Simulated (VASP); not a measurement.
# SrVO3 (Pm-3m) in VASP: electric field gradients with PBE

Aim: the electric field gradients of SrVO3 with PBE.

Everything below comes from runs of VASP 6.6.1. Logs are shortened: lines on timing, memory, paths and dates and some standing lists are left out, and cuts for length are marked.

### 1 The structure

The structure is cubic, space group Pm-3m (No. 221). Conventional cell: a = 3.841 Å, b = 3.841 Å, c = 3.841 Å, α = 90.00°, β = 90.00°, γ = 90.00°. Sr (site symmetry m-3m) has 12 O at 2.72 Å as nearest neighbours. V (site symmetry m-3m) is surrounded by 6 O at 1.92 Å. O (site symmetry 4/mmm) is surrounded by 2 V at 1.92 Å.

### 2 Electric field gradients, PBE, collinear spin, typed start

INCAR reads:

```
SYSTEM = SrVO3
PREC = Accurate
ENCUT = 520
EDIFF = 1E-8
ISMEAR = -1
SIGMA = 0.05
LREAL = .False.
LASPH = .True.
NELM = 150
ALGO = Normal
ISIF = 2
LWAVE = .False.
LCHARG = .False.
ISPIN = 2
MAGMOM = 0 1.5 0 0 0
LORBIT = 11
LMAXMIX = 4
GGA = PE
LEFG = .True.
NBANDS = 32
```

KPOINTS reads:

```
Automatic mesh
0
Gamma
  7 7 7
  0 0 0
```

POSCAR reads:

```
SrVO3
1.0
    3.8409000000      0.0000000000      0.0000000000
    0.0000000000      3.8409000000      0.0000000000
    0.0000000000      0.0000000000      3.8409000000
Sr V O
1 1 3
Direct
    0.5000000000      0.5000000000      0.5000000000
    0.0000000000      0.0000000000      0.0000000000
    0.5000000000      0.0000000000      0.0000000000
    0.0000000000      0.5000000000      0.0000000000
    0.0000000000      0.0000000000      0.5000000000
```

Potentials or basis: VASP PAW PBE potentials, release 64 (Sr_sv, V_sv, O).

Command:

```
$ cat potpaw_PBE.64/Sr_sv/POTCAR potpaw_PBE.64/V_sv/POTCAR potpaw_PBE.64/O/POTCAR > POTCAR
$ mpirun -np 1 vasp_std > vasp.out
```

OUTCAR:

```text
SYSTEM = SrVO3
   PREC = Accurate
   ENCUT = 520
   EDIFF = 1E-8
   ISMEAR = -1
   LREAL = .False.
   LASPH = .True.
   NELM = 150
   ISIF = 2
   ISPIN = 2
   LORBIT = 11
   GGA = PE

 ion  position               nearest neighbor table
   1  0.500  0.500  0.500-   3 2.72   4 2.72   5 2.72   3 2.72   4 2.72   3 2.72   5 2.72   3 2.72
                             4 2.72   5 2.72   4 2.72   5 2.72   2 3.33   2 3.33   2 3.33   2 3.33
   2  0.000  0.000  0.000-   3 1.92   4 1.92   5 1.92   5 1.92   4 1.92   3 1.92   1 3.33   1 3.33
                             1 3.33   1 3.33   1 3.33   1 3.33   1 3.33   1 3.33
   3  0.500  0.000  0.000-   2 1.92   2 1.92   1 2.72   1 2.72   1 2.72   1 2.72
   4  0.000  0.500  0.000-   2 1.92   2 1.92   1 2.72   1 2.72   1 2.72   1 2.72
   5  0.000  0.000  0.500-   2 1.92   2 1.92   1 2.72   1 2.72   1 2.72   1 2.72

  LATTYP: Found a simple cubic cell.
 ALAT       =     3.8409000000

  Lattice vectors:

 A1 = (   3.8409000000,   0.0000000000,   0.0000000000)
 A2 = (   0.0000000000,   3.8409000000,   0.0000000000)
 A3 = (   0.0000000000,   0.0000000000,   3.8409000000)

Analysis of symmetry for initial positions (statically):
=====================================================================
 Subroutine PRICEL returns:
 Original cell was already a primitive cell.

 Routine SETGRP: Setting up the symmetry group for a
 simple cubic supercell.

 Subroutine GETGRP returns: Found 48 space group operations
 (whereof 48 operations were pure point group operations)
 out of a pool of 48 trial point group operations.

The static configuration has the point symmetry O_h .

Analysis of symmetry for dynamics (positions and initial velocities):
=====================================================================
 Subroutine PRICEL returns:
 Original cell was already a primitive cell.

 Routine SETGRP: Setting up the symmetry group for a
 simple cubic supercell.

 Subroutine GETGRP returns: Found 48 space group operations
 (whereof 48 operations were pure point group operations)
 out of a pool of 48 trial point group operations.

The dynamic configuration has the point symmetry O_h .

Analysis of structural, dynamic, and magnetic symmetry:
=====================================================================
 Subroutine PRICEL returns:
 Original cell was already a primitive cell.

 Routine SETGRP: Setting up the symmetry group for a
 simple cubic supercell.

 Subroutine GETGRP returns: Found 48 space group operations
 (whereof 48 operations were pure point group operations)
 out of a pool of 48 trial point group operations.

The overall configuration has the point symmetry O_h .

 Subroutine INISYM returns: Found 48 space group operations
 (whereof 48 operations are pure point group operations),
 and found     1 'primitive' translations

----------------------------------------------------------------------------------------

                                     Primitive cell

  volume of cell :      56.6629

  direct lattice vectors                    reciprocal lattice vectors
     3.840900000  0.000000000  0.000000000     0.260355646  0.000000000  0.000000000
     0.000000000  3.840900000  0.000000000     0.000000000  0.260355646  0.000000000
     0.000000000  0.000000000  3.840900000     0.000000000  0.000000000  0.260355646

  length of vectors
     3.840900000  3.840900000  3.840900000     0.260355646  0.260355646  0.260355646

  position of ions in fractional coordinates (direct lattice)
     0.500000000  0.500000000  0.500000000
     0.000000000  0.000000000  0.000000000
     0.500000000  0.000000000  0.000000000
     0.000000000  0.500000000  0.000000000
     0.000000000  0.000000000  0.500000000

  ion indices of the primitive-cell ions
   primitive index   ion index
                 1           1
                 2           2
[... 91 lines left out ...]
  volume/ion in A,a.u.               =      11.33        76.48
  Fermi-wavevector in a.u.,A,eV,Ry     =   1.469726  2.777380 29.389880  2.160095
  Thomas-Fermi vector in A             =   2.585069
   LORBIT       =     11    0 simple, 1 ext, 2 COOP (PROOUT), +10 PAW based schemes
   GGA     = PE    functional components
   LHFCALC =     F    Hartree Fock is set to
   AEXX    =    0.0000 exact exchange contribution
   IVDW    =     0    specifies the selected vdW correction
   LEPSILON=     F    determine dielectric tensor
   LRPA    =     F    only Hartree local field effects (RPA)
 spin polarized calculation
  energy-cutoff  :      520.00
  volume of cell :       56.66
 maximum number of plane-waves:      1551
 NGX is ok and might be reduce to    30
   NGX = 15   NGY = 15   NGZ = 15

 number of electron      41.0000017 magnetization       0.0001038

 number of electron      41.0000017 magnetization      -0.0002541

 Free energy of the ion-electron system (eV)
  ---------------------------------------------------
  ext. energy  EPLUGINS =         0.00000000
  ---------------------------------------------------
  free energy    TOTEN  =       -39.29282800 eV

  energy without entropy =      -39.28105770  energy(sigma->0) =      -39.28694285

 E-fermi :   6.2176     XC(G=0): -11.5752

 val. band max:        6.1882390612   @ k =   0.4286   0.1429   0.1429
 cond. band min:       6.5986706429   @ k =   0.2857   0.2857   0.0000
 fundamental gap:      0.4104315818
 Fermi energy:         6.2175923866

 spin component 1

 k-point     1 :       0.0000    0.0000    0.0000
  band No.  band energies     occupation
      1     -59.5532      1.00000
      2     -33.3886      1.00000
      3     -33.3886      1.00000
      4     -33.3886      1.00000
      5     -28.2586      1.00000
      6     -13.4706      1.00000
[... 689 lines left out ...]
     31      15.3167      0.00000
     32      19.0815      0.00000
 Fermi energy:         6.2175923866

 spin component 2

 k-point     1 :       0.0000    0.0000    0.0000
  band No.  band energies     occupation
      1     -59.5535      1.00000
      2     -33.3888      1.00000
      3     -33.3888      1.00000
      4     -33.3888      1.00000
      5     -28.2586      1.00000
      6     -13.4706      1.00000
[... 689 lines left out ...]
     31      15.3166      0.00000
     32      19.0815      0.00000

------------------------ aborting loop because EDIFF is reached ----------------------------------------

  FORCE on cell =-STRESS in cart. coord.  units (eV):
  Direction    XX          YY          ZZ          XY          YZ          ZX
  --------------------------------------------------------------------------------------
  -------------------------------------------------------------------------------------
  Total        1.1572442      1.1572442      1.1572442      0.0000000     -0.0000000     -0.0000000
  in kB       32.7217542     32.7217542     32.7217542      0.0000000     -0.0000000     -0.0000000
  external PRESSURE =      32.7217542 kB  Pullay stress =       0.0000000 kB

 VOLUME and BASIS-vectors are now :
 -----------------------------------------------------------------------------
  energy-cutoff  :      520.00
  volume of cell :       56.66
      direct lattice vectors                 reciprocal lattice vectors
     3.840900000  0.000000000  0.000000000     0.260355646  0.000000000  0.000000000
     0.000000000  3.840900000  0.000000000     0.000000000  0.260355646  0.000000000
     0.000000000  0.000000000  3.840900000     0.000000000  0.000000000  0.260355646

 POSITION                                       TOTAL-FORCE (eV/Angst)
 -----------------------------------------------------------------------------------
      1.92045      1.92045      1.92045         0.000000      0.000000      0.000000
      0.00000      0.00000      0.00000         0.000000      0.000000      0.000000
      1.92045      0.00000      0.00000         0.000000      0.000000      0.000000
      0.00000      1.92045      0.00000         0.000000      0.000000      0.000000
      0.00000      0.00000      1.92045         0.000000      0.000000      0.000000
 -----------------------------------------------------------------------------------
    total drift:                                0.000000     -0.000000      0.000000

  FREE ENERGIE OF THE ION-ELECTRON SYSTEM (eV)
  ---------------------------------------------------
  free  energy   TOTEN  =       -39.2928280033 eV

  energy  without entropy=      -39.2810576962  energy(sigma->0) =      -39.28694285

 Electric field gradients (V/A^2)
---------------------------------------------------------------------
 ion       V_xx      V_yy      V_zz      V_xy      V_xz      V_yz
---------------------------------------------------------------------
   1      -0.000     0.000    -0.000    -0.000     0.000     0.000
   2       0.000    -0.000     0.000     0.000    -0.000     0.000
   3      30.188   -15.094   -15.094    -0.000     0.000    -0.000
   4     -15.094    30.188   -15.094     0.000     0.000     0.000
   5     -15.094   -15.094    30.188    -0.000    -0.000     0.000
---------------------------------------------------------------------

 Electric field gradients after diagonalization (V/A^2)
 (convention: |V_zz| > |V_xx| > |V_yy|)
----------------------------------------------------------------------
 ion       V_xx      V_yy      V_zz     asymmetry (V_yy - V_xx)/ V_zz
----------------------------------------------------------------------
   1      -0.000     0.000    -0.000      -0.326
   2       0.000    -0.000     0.000      -0.125
   3     -15.094   -15.094    30.188       0.000
   4     -15.094   -15.094    30.188       0.000
   5     -15.094   -15.094    30.188       0.000
----------------------------------------------------------------------

           NMR quadrupolar parameters

 Cq : quadrupolar parameter    Cq=e*Q*V_zz/h
 eta: asymmetry parameters     (V_yy - V_xx)/ V_zz
 Q  : nuclear electric quadrupole moment in mb (millibarn)
----------------------------------------------------------------------
 ion       Cq(MHz)       eta       Q (mb)
----------------------------------------------------------------------
   1      -0.000      -0.326       1.000
   2       0.000      -0.125       1.000
   3       0.073       0.000       1.000
   4       0.073       0.000       1.000
   5       0.073       0.000       1.000
----------------------------------------------------------------------

 total charge

# of ion       s       p       d       tot
------------------------------------------
    1        2.000   5.803   0.219   8.021
    2        2.285   6.349   2.957  11.592
    3        1.565   3.482   0.000   5.047
    4        1.565   3.482   0.000   5.047
    5        1.565   3.482   0.000   5.047
--------------------------------------------------
tot          8.979  22.599   3.176  34.754

 magnetization (x)

# of ion       s       p       d       tot
------------------------------------------
    1        0.000   0.000  -0.000  -0.000
    2       -0.000  -0.000  -0.000  -0.000
    3        0.000   0.000   0.000   0.000
    4        0.000   0.000   0.000   0.000
    5        0.000   0.000   0.000   0.000
--------------------------------------------------
tot         -0.000   0.000  -0.000  -0.000
```

Run time: 3.1 min. Hardware: 1 thread of Intel Xeon Platinum 8375C at 2.90GHz (Ice Lake), shared host; peak memory 0.22 GiB.

Results:

- Free energy: -39.2928 eV
- Pressure: 3.3 GPa
- Band gap on the k mesh: none (metal or under the smearing width)
- Net moment: 0.00 μB per cell
- Valence electrons inside the program's atomic spheres: Sr 8.02; V 11.59; O 5.05

Electric field gradients, principal values (V/Å²):
```csv
atom,Vxx,Vyy,Vzz
1 Sr,0.000,0.000,0.000
2 V,0.000,0.000,0.000
3 O,-15.094,-15.094,30.188
4 O,-15.094,-15.094,30.188
5 O,-15.094,-15.094,30.188
```

Caveat: semilocal functionals often make such compounds metallic where correlation or magnetic order opens a gap, which also shifts bond lengths. With open d or f shells a metallic result of PBE can be an artefact of self-interaction; +U or a hybrid may open a gap.
